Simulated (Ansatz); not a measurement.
# ZrC (P6_3/mmc) in Ansatz: a series of runs

One crystal, ZrC, is run at these levels: PBEsol; tasks: single point.

Everything below comes from runs of Ansatz 0.2.0. Logs are shortened: lines on timing, memory, paths and dates and some standing lists are left out, and cuts for length are marked.

**1. Starting point**

It takes space group P6_3/mmc (No. 194, hexagonal). Conventional cell: a = 3.391 Å, b = 3.391 Å, c = 5.290 Å, α = 90.00°, β = 90.00°, γ = 120.00°. Zr (site symmetry -6m2) has 6 C at 2.36 Å as nearest neighbours. C (site symmetry -3m) has 6 Zr at 2.36 Å and 2 C at 2.65 Å as nearest neighbours.

The cell comes from a database or a generator and needn't be the stable form of this composition.

**2. Single point, PBEsol, 12.38 Å³/atom (volume scaled by 0.94)**

input.yaml

```yaml
crystal:
  lattice:
    - [3.3222430439, 0.0, 0.0]
    - [-1.6611215219, 2.8771468735, 0.0]
    - [0.0, 0.0, 5.1820624332]
  atoms:
    - { symbol: Zr, position: [0.6666666667, 0.3333333333, 0.75] }
    - { symbol: Zr, position: [0.3333333333, 0.6666666667, 0.25] }
    - { symbol: C, position: [0.0, 0.0, 0.5] }
    - { symbol: C, position: [0.0, 0.0, 0.0] }
kpoints:
  mp_grid: { grid: [9, 9, 5] }
scf:
  occupations: { method: fermi_dirac, width: 0.05 }
hamiltonian:
  xc: pbesol
  pseudopotentials: { kind: all_electron, lapw: { basis_error: 0.001 } }
output:
  forces: true
  stress: true
  eigenvalues: true
```

Potentials or basis: all-electron LAPW, scalar-relativistic.

The run is started by

```bash
$ ansatz run input.yaml --threads 2 --pin off --max-ram 8192MiB --backend cpu --events-out ev --progress --plain --runs-dir out
```

Standard output:

```text
Warning: RAYON_NUM_THREADS=2 ignored (pool sized by the plan → 2); use --threads N
LAPW: plane waves up to 8.332 Å⁻¹, error target 1.0e-3 eV per atom; small_component_spin mean_spin; C in spheres of 1.028 Å, 6 of its electrons in bands, Dirac shells []; Zr in spheres of 1.287 Å, 30 of its electrons in bands, Dirac shells [] (how accurate: hamiltonian.pseudopotentials.lapw.basis_error, Limitations)
Engine: ansatz 0.2.0, aarch64-unknown-linux-gnu
Pseudopotentials: kind: all_electron
Pseudopotential: Zr, LAPW, valence charge 30, lapw/all_electron/scalar/gaussian/Zr, Koelling and Harmon's equation, gaussian nucleus
Pseudopotential: C, LAPW, valence charge 6, lapw/all_electron/scalar/gaussian/C, Koelling and Harmon's equation, gaussian nucleus
Functional definition: PBEsol
  exchange = pbesol_x
  correlation = pbesol_c
Crystal: 4 atoms, lattice volume = 49.533 Å³
Basis set: ecut = 264.48139255737874 eV, 487 PW (Γ), exchange–correlation at level 2
Bands: 44, of which v1, the nominal top of the filled ones, is band 36 counted from 1 (35 counted from 0)
Symmetry: 24 space group operations
Space group: P63/mmc (ITA 194), of the structure as read, at distance tolerance 3.7e-5 Å
k-points: 36 of 405
Non-local potential: Zr, projectors of the file, none
Non-local potential: C, projectors of the file, none
Initial density: superposition of atomic densities (chi_scale 0.1, normalization cell, long waves kept (reshape's long-wave potential 0.00 eV rms))
Initial wavefunctions: plane waves of lowest kinetic energy (no species holds an atomic orbital)
Functional: x = pbesol(κ = 0.804, μ = 0.12345679012345678), c = pbesol(β = 0.046)
iter 1 solved again at ethr=1.44e-2 eV; its pass at ethr=1.00e-1 eV (dr2=1.04e1 eV) is discarded
SCF iter   1: F=—  HF=-197815.406754 eV  |F-HF|=—  |Δ(HF+E_count)|=         —  Δρ=1.17e-1  dr2=1.04e1  ethr=1.44e-2  ⟨swp⟩=2.0  Hψ=10418  notcnv=0
preconditioner: auto → Kerker (q_TF=auto, 2.904 Å⁻¹)  [metal: Δε(μ)=0.136 eV  Ē_g=18.356 eV  σ=0.050 eV  W_gap=0.49  n_scr=22 (ndim 8)  ℏωp=27.9 eV  f_vac=0.000  D(μ)=0.87/eV (n_scr^D=2)]
iter 2 solved again at ethr=3.03e-4 eV; its pass at ethr=1.44e-2 eV (dr2=2.18e-1 eV) is discarded
SCF iter   2: F=—  HF=-197812.209398 eV  |F-HF|=—  |Δ(HF+E_count)|=    3.20e0  Δρ=2.17e-2  dr2=2.18e-1  ethr=3.03e-4  ⟨swp⟩=2.1  Hψ=7910  notcnv=0
SCF iter   3: F=—  HF=-197812.182633 eV  |F-HF|=—  |Δ(HF+E_count)|=         —  Δρ=2.43e-2  dr2=4.57e-1  ethr=3.02e-4  ⟨swp⟩=2.1  Hψ=5151  notcnv=0
the basis was enlarged: its passes take 395.9 KiB over the memory plan, 2 of 2 planned eigensolver slots
SCF iter   4: F=—  HF=-197812.115549 eV  |F-HF|=—  |Δ(HF+E_count)|=   6.71e-2  Δρ=3.55e-3  dr2=6.57e-3  ethr=3.02e-4  ⟨swp⟩=2.0  Hψ=4797  notcnv=0
SCF iter   5: F=—  HF=-197812.111698 eV  |F-HF|=—  |Δ(HF+E_count)|=   3.85e-3  Δρ=1.30e-3  dr2=5.50e-4  ethr=9.12e-6  ⟨swp⟩=2.1  Hψ=4865  notcnv=0
SCF iter   6: F=—  HF=-197812.111427 eV  |F-HF|=—  |Δ(HF+E_count)|=   2.72e-4  Δρ=4.89e-4  dr2=1.12e-4  ethr=7.64e-7  ⟨swp⟩=2.0  Hψ=4862  notcnv=0
SCF iter   7: F=—  HF=-197812.111418 eV  |F-HF|=—  |Δ(HF+E_count)|=   9.10e-6  Δρ=1.83e-4  dr2=1.68e-5  ethr=1.56e-7  ⟨swp⟩=2.0  Hψ=4862  notcnv=0
SCF iter   8: F=—  HF=-197812.111415 eV  |F-HF|=—  |Δ(HF+E_count)|=   3.13e-6  Δρ=3.86e-5  dr2=8.82e-7  ethr=2.34e-8  ⟨swp⟩=2.0  Hψ=4862  notcnv=0
SCF iter   9: F=—  HF=-197812.111414 eV  |F-HF|=—  |Δ(HF+E_count)|=   3.25e-7  Δρ=1.46e-5  dr2=1.50e-7  ethr=1.22e-9  ⟨swp⟩=2.2  Hψ=4869  notcnv=0
SCF iter  10: F=-197812.111414 eV  HF=-197812.111414 eV  |F-HF|=2.79e-9  |Δ(HF+E_count)|=   2.81e-8  Δρ=3.16e-6  dr2=6.99e-9  ethr=2.08e-10  ⟨swp⟩=2.0  Hψ=4862  notcnv=0
SCF 1 converged in 10 iterations: F = -197812.111414 eV  dr2 = 6.99e-9
SCF converged after 10 iterations
Free energy (F): -197812.111414 eV
Harris-Foulkes:  -197812.111414 eV  (|F-HF|=2.79e-9)
Internal energy: -197812.104899 eV  (E = F + TS)
E sigma→0 (E₀):  -197812.108156 eV
Entropy (-TS):   -0.006516 eV (-1.629 meV/atom)
Fermi energy:    17.554441 eV
--- Per-component energies (eV) ---
  E_band       = -9036.750530
  E_kinetic    = 204233.517065
  E_xc         = -6398.322864
  E_electrostatic = -395647.299099  (all electrons and nuclei)
  E_smearing   = -0.006516  (= −TS)
  E_closure    = 0.000000  (closes the sum)
  E_atoms      = -197774.102901  (free atoms, spherical and without spin; not in F)
  Σ components = -197812.111414   (vs F -197812.111414, Δ=0.00e0)
  Basis errors (estimates in eV, not in F): energy 3.6e-4 per atom: plane waves 3.2e-4 (1.8e-4 summed), levels above the bands 6.2e-52, relativity 1.1e-8, radial functions 4.3e-5, core shells 5.7e-12; eigenvalues (radial functions only) 4.0e-6; not estimated: angular momenta, meshes, grids; target (lapw.basis_error) 1.0e-3; muffin-tin radii C 1.028 Å, Zr 1.287 Å
--- Forces (eV/Å), atoms counted from 1 ---
  atom   1  Zr     0.00000000    -0.00000000     0.00000000
  atom   2  Zr    -0.00000000     0.00000000     0.00000000
  atom   3  C      0.00000000    -0.00000000    -0.00000000
  atom   4  C     -0.00000000     0.00000000     0.00000000
  max |Σ_I F_I| component: 7.40e-17 eV/Å
--- Stress (GPa, compression-positive) ---
        5.998492      -0.000000       0.000000
        0.000000       5.998492       0.000000
        0.000000       0.000000       7.247047
  P = ⅓ Tr σ = 6.4147 GPa (64.147 kbar)
--- Band table (eV; the first three rows and the last of 36) ---
  k-point 0: bands = ["-379.6628", "-379.6628", "-292.7929", "-292.7929", "-292.7929", "-292.7929", "-292.7891", "-292.7891", "-246.1401", "-246.1401", "-150.2245", "-150.2245", "-150.2241", "-150.2241", "-150.2241", "-150.2241", "-150.2172", "-150.2172", "-150.2172", "-150.2172", "-30.4244", "-30.2730", "-9.1724", "-8.2894", "-8.2894", "-8.1708", "-8.1708", "-8.0644", "5.5909", "9.6643", "11.3997", "14.6084", "14.6084", "16.4114", "16.4114", "18.5275", "18.8572", "18.8572", "19.3022", "19.3022", "20.0560", "20.9452", "22.3050", "25.5430"]
  k-point 1: bands = ["-379.6628", "-379.6628", "-292.7929", "-292.7929", "-292.7929", "-292.7929", "-292.7891", "-292.7891", "-246.1401", "-246.1401", "-150.2245", "-150.2245", "-150.2241", "-150.2241", "-150.2241", "-150.2241", "-150.2172", "-150.2172", "-150.2172", "-150.2172", "-30.4101", "-30.2877", "-9.0752", "-8.2781", "-8.2781", "-8.1821", "-8.1821", "-8.1803", "5.8535", "8.8452", "12.3300", "14.6397", "14.6397", "15.9307", "15.9307", "17.4756", "19.6392", "19.6392", "19.7176", "19.7176", "20.5567", "21.1819", "22.6445", "24.8795"]
  k-point 2: bands = ["-379.6628", "-379.6628", "-292.7929", "-292.7929", "-292.7929", "-292.7929", "-292.7891", "-292.7891", "-246.1401", "-246.1401", "-150.2245", "-150.2245", "-150.2241", "-150.2241", "-150.2241", "-150.2241", "-150.2172", "-150.2172", "-150.2172", "-150.2172", "-30.3727", "-30.3259", "-8.8132", "-8.4723", "-8.2484", "-8.2484", "-8.2118", "-8.2118", "6.5822", "7.6381", "13.9106", "14.8152", "14.8152", "15.2502", "15.2502", "15.6859", "20.7700", "20.7700", "21.0091", "21.0091", "21.4974", "21.7161", "22.7961", "23.2383"]
  k-point 35: bands = ["-379.6628", "-379.6628", "-292.7929", "-292.7929", "-292.7929", "-292.7929", "-292.7891", "-292.7891", "-246.1401", "-246.1401", "-150.2245", "-150.2245", "-150.2241", "-150.2241", "-150.2241", "-150.2241", "-150.2172", "-150.2172", "-150.2172", "-150.2172", "-30.2670", "-30.2670", "-8.8858", "-8.8858", "-8.8426", "-8.7058", "-8.2394", "-8.2394", "7.9576", "8.0173", "12.9955", "12.9955", "14.6914", "15.7627", "15.7627", "15.9662", "19.3079", "19.3079", "20.9305", "20.9305", "24.1833", "24.4027", "24.8600", "24.8600"]
```

Wall time 10 s (2 threads of Arm Neoverse V2, shared host); peak memory 0.39 GiB.

Results:

```yaml
Free_energy: -197812.1114 eV
Pressure: 6.4 GPa
Band_gap_on_the_k_mesh: none (metal or under the smearing width)
```

**3. Single point, PBEsol, 12.65 Å³/atom (volume scaled by 0.96)**

Changes to input.yaml since step 2:

```diff
@@ -2,5 +2,5 @@
   lattice:
-    - [3.3222430439, 0.0, 0.0]
-    - [-1.6611215219, 2.8771468735, 0.0]
-    - [0.0, 0.0, 5.1820624332]
+    - [3.3456398925, 0.0, 0.0]
+    - [-1.6728199463, 2.8974091388, 0.0]
+    - [0.0, 0.0, 5.218557033]
   atoms:
```

Potentials or basis: all-electron LAPW, scalar-relativistic.

The run is started by

```bash
$ ansatz run input.yaml --threads 2 --pin off --max-ram 8192MiB --backend cpu --events-out ev --progress --plain --runs-dir out
```

Run time: 10 s. Hardware: 2 threads of Arm Neoverse V2, shared host; peak memory 0.38 GiB.

Results (log left out):

* Free energy: -197812.1361 eV
* Pressure: 1.2 GPa
* Band gap on the k mesh: none (metal or under the smearing width)

**4. Single point, PBEsol, 12.91 Å³/atom (volume scaled by 0.98)**

Changes to input.yaml since step 3:

```diff
@@ -2,5 +2,5 @@
   lattice:
-    - [3.3456398925, 0.0, 0.0]
-    - [-1.6728199463, 2.8974091388, 0.0]
-    - [0.0, 0.0, 5.218557033]
+    - [3.3687140002, 0.0, 0.0]
+    - [-1.6843570001, 2.9173919023, 0.0]
+    - [0.0, 0.0, 5.2545482188]
   atoms:
```

The run is started by

```bash
$ ansatz run input.yaml --threads 2 --pin off --max-ram 8192MiB --backend cpu --events-out ev --progress --plain --runs-dir out
```

Run time: 10 s. Hardware: 2 threads of Arm Neoverse V2, shared host; peak memory 0.39 GiB.

It converged, with:

* Free energy: -197812.1281 eV
* Pressure: -3.5 GPa
* Band gap on the k mesh: none (metal or under the smearing width)

**5. Single point, PBEsol, 13.17 Å³/atom**

Changes to input.yaml since step 4:

```diff
@@ -2,5 +2,5 @@
   lattice:
-    - [3.3687140002, 0.0, 0.0]
-    - [-1.6843570001, 2.9173919023, 0.0]
-    - [0.0, 0.0, 5.2545482188]
+    - [3.3914762718, 0.0, 0.0]
+    - [-1.6957381359, 2.9371046077, 0.0]
+    - [0.0, 0.0, 5.290053]
   atoms:
```

The run is started by

```bash
$ ansatz run input.yaml --threads 2 --pin off --max-ram 8192MiB --backend cpu --events-out ev --progress --plain --runs-dir out
```

Wall time 10 s (2 threads of Arm Neoverse V2, shared host); peak memory 0.38 GiB.

The run converged. Its results:

```yaml
Free_energy: -197812.0907 eV
Pressure: -7.8 GPa
Band_gap_on_the_k_mesh: none (metal or under the smearing width)
```

**6. Single point, PBEsol, 13.44 Å³/atom (volume scaled by 1.02)**

Changes to input.yaml since step 5:

```diff
@@ -2,5 +2,5 @@
   lattice:
-    - [3.3914762718, 0.0, 0.0]
-    - [-1.6957381359, 2.9371046077, 0.0]
-    - [0.0, 0.0, 5.290053]
+    - [3.4139370341, 0.0, 0.0]
+    - [-1.7069685171, 2.9565561985, 0.0]
+    - [0.0, 0.0, 5.3250874846]
   atoms:
```

Potentials or basis: all-electron LAPW, scalar-relativistic.

The run is started by

```bash
$ ansatz run input.yaml --threads 2 --pin off --max-ram 8192MiB --backend cpu --events-out ev --progress --plain --runs-dir out
```

Run time: 10 s. Hardware: 2 threads of Arm Neoverse V2, shared host; peak memory 0.38 GiB.

The run converged. Its results:

```
Free energy            : -197812.0269 eV
Pressure               : -11.6 GPa
Band gap on the k mesh : none (metal or under the smearing width)
```

**7. Single point, PBEsol, 13.70 Å³/atom (volume scaled by 1.04)**

Changes to input.yaml since step 6:

```diff
@@ -2,5 +2,5 @@
   lattice:
-    - [3.4139370341, 0.0, 0.0]
-    - [-1.7069685171, 2.9565561985, 0.0]
-    - [0.0, 0.0, 5.3250874846]
+    - [3.4361060776, 0.0, 0.0]
+    - [-1.7180530388, 2.9757551533, 0.0]
+    - [0.0, 0.0, 5.3596669437]
   atoms:
```

The run is started by

```bash
$ ansatz run input.yaml --threads 2 --pin off --max-ram 8192MiB --backend cpu --events-out ev --progress --plain --runs-dir out
```

It took 9.9 s on 2 threads of Arm Neoverse V2, shared host; peak memory 0.37 GiB.

It converged, with:

```
Free energy            : -197811.9393 eV
Pressure               : -15.0 GPa
Band gap on the k mesh : none (metal or under the smearing width)
```

**8. Single point, PBEsol, 13.96 Å³/atom (volume scaled by 1.06)**

Changes to input.yaml since step 7:

```diff
@@ -2,5 +2,5 @@
   lattice:
-    - [3.4361060776, 0.0, 0.0]
-    - [-1.7180530388, 2.9757551533, 0.0]
-    - [0.0, 0.0, 5.3596669437]
+    - [3.4579926937, 0.0, 0.0]
+    - [-1.7289963468, 2.9947095188, 0.0]
+    - [0.0, 0.0, 5.3938058701]
   atoms:
```

The run is started by

```bash
$ ansatz run input.yaml --threads 2 --pin off --max-ram 8192MiB --backend cpu --events-out ev --progress --plain --runs-dir out
```

It took 10 s on 2 threads of Arm Neoverse V2, shared host; peak memory 0.38 GiB.

The run converged. Its results:

| Item | Value |
| --- | --- |
| Free energy | -197811.8302 eV |
| Pressure | -18.1 GPa |
| Band gap on the k mesh | none (metal or under the smearing width) |
